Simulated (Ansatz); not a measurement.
## Relaxing Cs

Computed with Ansatz, DFT PBE, scalar-relativistic, plane waves, PAW.

The start puts Cs on the simple hexagonal structure type (P6/mmm, No. 191), at a guessed volume.

Input of the last, converged step (default PAW datasets):

```yaml
crystal:
  lattice:
    - [5.3673347428, 0.0, 0.0]
    - [-2.6836673714, 4.6482482379, 0.0]
    - [0.0, 0.0, 5.0151034003]
  atoms:
    - { symbol: Cs, position: [0.0, 0.0, 0.0] }
basis:
  ecutwfc: 420
kpoints:
  mp_grid: { grid: [12, 12, 12] }
hamiltonian:
  xc: pbe
scf:
  occupations: { method: gaussian, width: 0.1 }
output:
  forces: true
  stress: true
  eigenvalues: true
relax:
  adjacent_minimum: "off"
  f_tol: 0.01
  max_steps: 80
  cell: { stress_tol: 0.05 }
```

It can be run as:

```bash
ansatz run input.yaml --threads 1 --pin off --backend cpu --events-out ev --progress --plain --runs-dir out  # memory cap (--max-ram) not shown
```

End of the output:

```
SCF converged after 3 iterations
Free energy (F): -5670.715603 eV
Harris-Foulkes:  -5670.715603 eV  (|F-HF|=5.37e-11)
Internal energy: -5670.708825 eV  (E = F + TS)
E sigma→0 (E₀):  -5670.712214 eV
Entropy (-TS):   -0.006778 eV (-6.778 meV/atom)
Fermi energy:    1.981519 eV
--- Per-component energies (eV) ---
  E_band       = -95.275372
  E_kinetic    = 140.637693
  E_local      = -411.498415  (includes V_loc(G=0)·N_el)
  E_nonlocal   = 30.225016
  E_hartree    = 145.306867
  E_xc         = -172.791950
  E_vxc        = -124.428444  (∫ρ·V_xc dr)
  E_paw        = -5066.761501  (= ΣΔE_a)
  E_vpaw       = -20.824956  (= ΣTr[D̂ρ^β])
  E_aug_tail   = -0.000001  (compensation charges beyond the density's cutoff)
  E_ewald      = -335.826534
  E_smearing   = -0.006778  (= −TS)
  E_closure    = 0.000000  (closes the sum)
  Σ components = -5670.715603   (vs F -5670.715603, Δ=0.00e0)
--- Forces (eV/Å), atoms counted from 1 ---
  atom   1  Cs     0.00000000     0.00000000     0.00000000
  max |Σ_I F_I| component: 1.64e-32 eV/Å
--- Stress (GPa, compression-positive) ---
        0.001713       0.000000       0.000000
        0.000000       0.001713       0.000000
        0.000000       0.000000       0.000320
  P = ⅓ Tr σ = 0.0012 GPa (0.012 kbar)
--- Relaxed structure (3 steps of the walk, 3 accepted, 1 SCFs on fresh bases) ---
  F+E_penalty+E_count = -5670.71560288 eV   max|allowed force component| = 0.000e0 eV/Å   (the final SCF, on the basis selected at the relaxed cell)
  cell:  # Å, volume = 122.5715 Å³
    - [5.314064, 0.0, 0.0]
    - [-2.657032, 4.602114, 0.0]
    - [0.0, 0.0, 5.011934]
  atoms:
    - { symbol: Cs, position: [0.0, 0.0, 0.0] }
```

Total energies depend on the potentials used, so only differences within one code and one set of settings carry meaning.

The result has space group P6/mmm (No. 191). Around Cs lie 2 Cs at 5.01 Å and 6 Cs at 5.31 Å.

It lies 0.05 eV/atom above the element's standard state at the same level.

The k mesh leaves about 4 meV/atom of noise in metals.

A structure relaxed within its symmetry needn't be a true minimum.